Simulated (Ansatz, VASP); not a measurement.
# One calculation of AgCl, two programs

```
CELL_PARAMETERS angstrom
3.43397 0.00000 0.00000
0.00000 3.43397 0.00000
0.00000 0.00000 3.43397
ATOMIC_POSITIONS crystal
Ag 0.00000 0.00000 0.00000
Cl 0.48180 0.50000 0.50000
```

Change from the starting cell: all Cl atoms moved +0.062 Å, as atom 2 towards its neighbour atom 2 (Cl) at 3.434 Å.

Alike in both runs: task single point; functional LDA; k mesh 10 × 10 × 10; occupations gaussian, width 0.03 eV; no spin polarisation.

|  | VASP | Ansatz |
| --- | --- | --- |
| version | VASP 6.6.1 | Ansatz 0.2.0 |
| potentials or method | VASP PAW LDA potentials, release 64 (Ag, Cl) | scalar-relativistic, plane waves, PAW |
| plane-wave cutoff (eV) | 520 | 420 |
| valence electrons in the cell | 18 | 26 |

|  | VASP | Ansatz | Ansatz less VASP |
| --- | --- | --- | --- |
| gap on the k mesh at the Fermi level (eV) | 0.30 | 0.27 | -0.030 |
| least direct gap on the mesh (eV) | 1.80 | 1.77 | -0.028 |
| pressure (GPa) | -7.6 | -7.5 | +0.02 |
| rms of the force components (eV/Å) | 0.014 | 0.015 | +0.0006 |

Atom by atom the forces differ by 0.001 eV/Å (rms over components). The two sets of potentials don't hold the same shells in valence.

A k mesh can miss the band edges.
